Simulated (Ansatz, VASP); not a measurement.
## One calculation of Hf, two programs

```
Hf
1.0
     3.19670    0.00000    0.00000
    -1.59835    2.76842    0.00000
     0.00000    0.00000    5.05780
Hf
2
Cartesian
  0.0000 1.8456 1.2645
  1.5984 0.9228 3.7934
```

Alike in both runs: task single point; functional PBE; k mesh 8 × 8 × 5; no spin polarisation.

|  | VASP | Ansatz |
| --- | --- | --- |
| version | VASP 6.6.1 | Ansatz 0.2.0 |
| potentials or method | VASP PAW PBE potentials, release 64 (Hf_pv) | plane waves, PAW |
| plane-wave cutoff (eV) | 520 | 470 |
| occupations | methfessel-paxton of order 1, width 0.1 eV | cold, width 0.1 eV |
| valence electrons in the cell | 20 | 52 |

|  | VASP | Ansatz | Ansatz less VASP |
| --- | --- | --- | --- |
| gap on the k mesh at the Fermi level (eV) | none | none | - |
| pressure (GPa) | 0.6 | 0.9 | +0.36 |
| largest component of the traceless stress (GPa) | 0.10 | 0.01 | -0.088 |

A gap of «none» marks a metal or a gap that the smearing closes. The two sets of potentials don't hold the same shells in valence.

Spin-orbit coupling is left out, which matters for the levels of Hf.
